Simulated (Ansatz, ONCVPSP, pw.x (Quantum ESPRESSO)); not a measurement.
**pw.x on fcc W: one setting changed**

Potential: optimised norm-conserving Vanderbilt (ONCV), ONCVPSP 4.0.1, PBE; core [Kr] 4d10 4f14, reference 5s2 5p6 5d4 6s1.75 6p0.25; waves: 5s+6s: rc 2.28 bohr, ncon 4, nbas 8, qcut 8.4 1/bohr, 2 projectors; 5p+6p: rc 2.66 bohr, ncon 5, nbas 8, qcut 7.8 1/bohr, 2 projectors; 5d: rc 2.40 bohr, ncon 4, nbas 8, qcut 6 1/bohr, 1 projector; local part: polynomial inside 2.16 bohr (lpopt 5, dvloc0 0 Ha); core correction: polynomial model core, fcfact 0.4.

The reference run (k-mesh 14³, cutoffs 50/200 Ry, Fermi–Dirac 0.01 Ry, mixing_beta 0.4, conv_thr 1e-9, no spin) gives -0.60 GPa at 16.478 Å³/atom, where all-electron LAPW gives -0.06 GPa. This run, with its own iteration cap, changes degauss to 0.02.

```
&control
  calculation='scf', prefix='x', pseudo_dir='./', outdir='./tmp', tstress=.true., disk_io='none'
/
&system
  ibrav=0, nat=1, ntyp=1, ecutwfc=50, ecutrho=200, nbnd=15,
  occupations='smearing', smearing='fd', degauss=0.02
/
&electrons
  conv_thr=1e-09, mixing_beta=0.4, electron_maxstep=50
/
ATOMIC_SPECIES
W 1.0 W.UPF
CELL_PARAMETERS angstrom
  0.00000000 2.01972156 2.01972156
  2.01972156 0.00000000 2.01972156
  2.01972156 2.01972156 0.00000000
ATOMIC_POSITIONS crystal
W 0.0000 0.0000 0.0000
K_POINTS automatic
14 14 14 0 0 0
```

```bash
pw.x < W.scf.in > W.scf.out
```

**Question.** How does the run end?

**Answer.** It converges in 7 iterations; the free energy moves by -102.7 meV/atom and the pressure by +0.88 GPa. In a metal, with Fermi–Dirac smearing, F lies below its zero-width value by a term in the square of the width.

```
Message from routine setup:
     using ibrav=0 with symmetry is DISCOURAGED, use correct ibrav instead
     lattice parameter (alat)  =       5.3977  a.u.
     unit-cell volume          =     111.1991 (a.u.)^3
     number of electrons       =        14.00
     number of Kohn-Sham states=           15
     kinetic-energy cutoff     =      50.0000  Ry
     charge density cutoff     =     200.0000  Ry
     scf convergence threshold =      1.0E-09
     Exchange-correlation= PBE
     number of k points=   104  Fermi-Dirac smearing, width (Ry)=  0.0200
     iteration #  1     ecut=    50.00 Ry     beta= 0.40
     total energy              =    -162.38693587 Ry
     estimated scf accuracy    <       0.04422581 Ry
     iteration #  2     ecut=    50.00 Ry     beta= 0.40
     total energy              =    -162.38748101 Ry
     estimated scf accuracy    <       0.00648859 Ry
     iteration #  3     ecut=    50.00 Ry     beta= 0.40
     total energy              =    -162.38821873 Ry
     estimated scf accuracy    <       0.00033249 Ry
     iteration #  4     ecut=    50.00 Ry     beta= 0.40
     total energy              =    -162.38823616 Ry
     estimated scf accuracy    <       0.00000400 Ry
     iteration #  5     ecut=    50.00 Ry     beta= 0.40
     total energy              =    -162.38823730 Ry
     estimated scf accuracy    <       0.00000045 Ry
     iteration #  6     ecut=    50.00 Ry     beta= 0.40
     total energy              =    -162.38823736 Ry
     estimated scf accuracy    <          2.7E-09 Ry
     iteration #  7     ecut=    50.00 Ry     beta= 0.40
     the Fermi energy is    21.0210 ev
!    total energy              =    -162.38823736 Ry
     estimated scf accuracy    <          3.8E-10 Ry
     smearing contrib. (-TS)   =      -0.01961196 Ry
     The total energy is F=E-TS. E is the sum of the following terms:
     one-electron contribution =     -18.22157262 Ry
     hartree contribution      =      17.43808757 Ry
     xc contribution           =     -43.86196089 Ry
     ewald contribution        =    -117.72317946 Ry
     convergence has been achieved in   7 iterations
          total   stress  (Ry/bohr**3)                   (kbar)     P=        2.78
     Message from routine punch:
     Nothing written, as per user request (disk_io='none')
```

The run took about 15 s on one core of a shared host (Intel(R) Xeon(R) Processor @ 2.60GHz, 24 threads, 31 GiB, load 14).
